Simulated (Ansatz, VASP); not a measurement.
Two plane-wave programs on GaSb

```
CELL_PARAMETERS angstrom
3.12761 3.12761 0.00000
-3.12761 3.12761 0.00000
0.00000 3.12761 3.01267
ATOMIC_POSITIONS crystal
Ga 0.00000 0.00000 0.00000
Sb 0.75000 0.25000 0.50000
```

Change from the starting cell: in-plane strain +0.02, out-of-plane length and atoms relaxed by PAW.

Alike in both runs: functional r2SCAN; k mesh 6 × 6 × 6; no spin polarisation.

Ansatz relaxed the structure, and its values are those at the end. VASP's run is a single point on that final structure, the one shown.

|  | VASP | Ansatz |
| --- | --- | --- |
| version | VASP 6.6.1 | Ansatz 0.2.0 |
| potentials or method | VASP PAW PBE potentials, release 64 (Ga_d, Sb) | PAW with Ansatz's default frozen-core files, scalar-relativistic |
| plane-wave cutoff (eV) | 520 | 500 |
| occupations | gaussian, width 0.01 eV | fixed |
| valence electrons in the cell | 18 | 28 |

```tsv
	VASP	Ansatz	Ansatz less VASP
pressure (GPa)	-1.1	-1.2	-0.07
```

The two sets of potentials don't hold the same shells in valence.

Caveats: the PAW data sets were made with another functional, which shifts forces and pressure a little (VASP).
